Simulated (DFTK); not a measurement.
SrO:

```
Sr O
1.0
     0.00000    2.56630    2.56630
     2.56630    0.00000    2.56630
     2.56630    2.56630    0.00000
Sr O
1 1
Direct
  0.50000 0.50000 0.50000
  0.00000 0.00000 0.00000
```

Program: DFTK 0.8.2. Alike in all runs: no spin polarisation; cell as given; smearing fermi-dirac 0.05 eV.

Order these runs on this cell by their band gap on the k mesh, lowest first.
A. level HSE06; potentials or basis SG15 1.2 (PBE); k mesh 2 × 2 × 2; cutoff (eV) 952; SCF tolerance on the density 1e-05; symmetries used no; mesh quality coarse
B. level PBE; potentials or basis dojo.nc.sr.pbe.v0_4_1.standard.upf (PBE); k mesh 9 × 9 × 9; cutoff (eV) 1143; SCF tolerance on the density 1e-06; mesh quality not flagged
C. level r2SCAN; potentials or basis SG15 1.2 (PBE); k mesh 7 × 7 × 7; cutoff (eV) 1225; SCF tolerance on the density 1e-06; SCF solver ScfAndersonSolver; mesh quality not flagged

B (3.38 eV), C (3.92 eV), A (4.90 eV).

Caveats: some runs use coarse meshes; an odd mesh through Γ misses points on the zone boundary, where band edges often lie (some runs); this program's HSE differs a little from the usual definition (some runs); the mesh misses the band edges, which the band path finds closer together (some runs).

Not every run made on this cell is shown here.
